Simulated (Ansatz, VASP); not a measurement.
# Two plane-wave programs on Hf5H

INCAR

```
  ALGO = Normal
  DIPOL = 0.5 0.5 0.313
  EDIFF = 1E-6
  ENCUT = 520
  GGA = PE
  IDIPOL = 3
  ISIF = 2
  ISMEAR = 0
  IVDW = 12
  LASPH = True
  LCHARG = False
  LDIPOL = True
  LREAL = False
  LWAVE = False
  NBANDS = 34
  NELM = 100
  PREC = Accurate
  SIGMA = 0.1
```

The input KPOINTS:

```
k-points
0
Gamma
  6 6 1
```

POSCAR

```
Hf5H
1.0
    4.9564149667      0.0000000000      0.0000000000
   -2.4782074834      4.2923812729      0.0000000000
    0.0000000000      0.0000000000     21.1328376004
Hf H
5 1
Direct
    0.6666666667      0.3333333333      0.1892788879
    0.3333333333      0.6666666667      0.2371533849
    0.0000000000      0.0000000000      0.2763383880
    0.6666666667      0.3333333333      0.3164267596
    0.3333333333      0.6666666667      0.3706476976
    1.0000000000      1.0000000000      0.4889470026
```

Input for Ansatz:

```yaml
crystal:
  lattice:
    - [4.9564149667, 0.0, 0.0]
    - [-2.4782074834, 4.2923812729, 0.0]
    - [0.0, 0.0, 21.1328376004]
  atoms:
    - { symbol: Hf, position: [0.6666666667, 0.3333333333, 0.1892788879] }
    - { symbol: Hf, position: [0.3333333333, 0.6666666667, 0.2371533849] }
    - { symbol: Hf, position: [0.0, 0.0, 0.276338388] }
    - { symbol: Hf, position: [0.6666666667, 0.3333333333, 0.3164267596] }
    - { symbol: Hf, position: [0.3333333333, 0.6666666667, 0.3706476976] }
    - { symbol: H, position: [1.0, 1.0, 0.4889470026] }
basis:
  ecutwfc: 420
kpoints:
  mp_grid: { grid: [6, 6, 1] }
hamiltonian:
  xc: pbe
  dispersion: d3bj
scf:
  occupations: { method: gaussian, width: 0.1 }
output:
  forces: true
  eigenvalues: true
efield:
  axis: 3
  dipole_correction: true
  ramp_width: 0.04
```

Alike in both runs: task single point; functional PBE; dispersion D3(BJ); k mesh 6 × 6 × 1; occupations gaussian, width 0.1 eV; no spin polarisation.

|  | VASP | Ansatz |
| --- | --- | --- |
| version | VASP 6.6.1 | Ansatz 0.2.0 |
| potentials or method | VASP PAW PBE potentials, release 64 (Hf_pv, H) | scalar-relativistic, plane waves, PAW |
| plane-wave cutoff (eV) | 520 | 420 |
| valence electrons in the cell | 51 | 131 |

|  | VASP | Ansatz | Ansatz less VASP |
| --- | --- | --- | --- |
| gap on the k mesh at the Fermi level (eV) | none | none | - |
| rms of the force components (eV/Å) | 0.464 | 0.472 | +0.0085 |

Atom by atom the forces differ by 0.033 eV/Å (rms over components). A gap of «none» marks a metal or a gap that the smearing closes. The two sets of potentials don't hold the same shells in valence.

The runs have no spin-orbit coupling, so splittings on Hf are missing.
